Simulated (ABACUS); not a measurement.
# Ba under changes of volume

One of the cells (62.989 Å³/atom); the others are scaled copies at fixed shape and fractional positions:

```xyz
1
Lattice="-2.5065 2.5065 2.5065 2.5065 -2.5065 2.5065 2.5065 2.5065 -2.5065" Properties=species:S:1:pos:R:3 pbc="T T T"
Ba    0.0000    0.0000    0.0000
```

```yaml
Program: ABACUS 3.10.1
Functional: PBE
Potentials_or_basis: PseudoDojo NC SR 0.4.1 PBE standard
Cutoff: 776 eV
Density_cutoff: 3102 eV
Basis: plane waves
k_mesh: 8 × 8 × 8
Occupations: fermi-dirac, width 0.05 eV
Spin: no spin polarisation
```

```tsv
volume (Å³/atom)	energy over the lowest point (meV/atom)	pressure (GPa)
59.209	?	?
60.469	3.13	0.4
61.729	0.77	0.2
62.989	0.00	0.0
64.249	0.69	-0.2
65.508	2.72	-0.3
66.768	5.98	-0.5
```

**Question.** What does the run at 59.209 Å³/atom give?

**Answer.** Energy over the lowest point 7.22 meV/atom; pressure 0.6 GPa.

Worked out: A Birch-Murnaghan fit of order 3 (a polynomial in V^(-2/3)) to the other rows has its minimum at 63.00 Å³/atom with B0 = V·E''(V) = 9.3 GPa and B' = 3.3. It gives 7.22 meV/atom at 59.209 Å³/atom, against the run's 7.22, and -dE/dV = 0.6 GPa, against 0.6.

Energies are extrapolated to zero smearing.

Caveats: this release of the barium file is off.
